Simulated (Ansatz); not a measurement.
Runs of Ansatz 0.2.0 on TiAl. Symmetry: P-6m2, No. 187, hexagonal system. The conventional cell has a = 2.867 Å, b = 2.867 Å, c = 4.678 Å, α = 90.00°, β = 90.00°, γ = 120.00°. Ti (site symmetry -6m2) has 6 Al at 2.87 Å and 6 Ti at 2.87 Å as nearest neighbours. Al (site symmetry -6m2) is surrounded by 6 Ti at 2.87 Å and 6 Al at 2.87 Å. The cell comes from a database or a generator and needn't be the stable form of this composition.

```tsv
level	cell	target pressure (GPa)	gap on the mesh (eV)	pressure (GPa)	relaxed volume (Å³/atom)
PBEsol	relaxed to 5 GPa	5	none	5.0	-
PBEsol	relaxed	-	none	0.0	(a)
PBEsol	relaxed to 2 GPa	2	none	2.0	-
PBEsol	relaxed to 30 GPa	30	none	30.0	-
PBEsol+D3(BJ)-ATM	relaxed	-	none	0.0	15.66
```

Alike in all rows: task relaxation of cell and atoms; potentials or basis Ansatz PAW; no spin polarisation; k mesh 11 × 11 × 6; cutoff (eV) 420; smearing fermi-dirac 0.05 eV.

Problem. Estimate the missing entries.

Solution. (a) 16.23.

Caveats: the plane-wave basis is chosen anew once the cell has moved, so the energies of steps on either side of that aren't comparable; the PAW data sets come from PBE, with cores solved anew for the run's functional, which leaves a small shift of forces and pressure; the volume moved by over 15 % at a fixed basis, so the end points are rough (some runs); pairwise dispersion overbinds metals, which lowers pressure and volume (some runs).

A gap of «none» marks a metal or a gap under the smearing width.
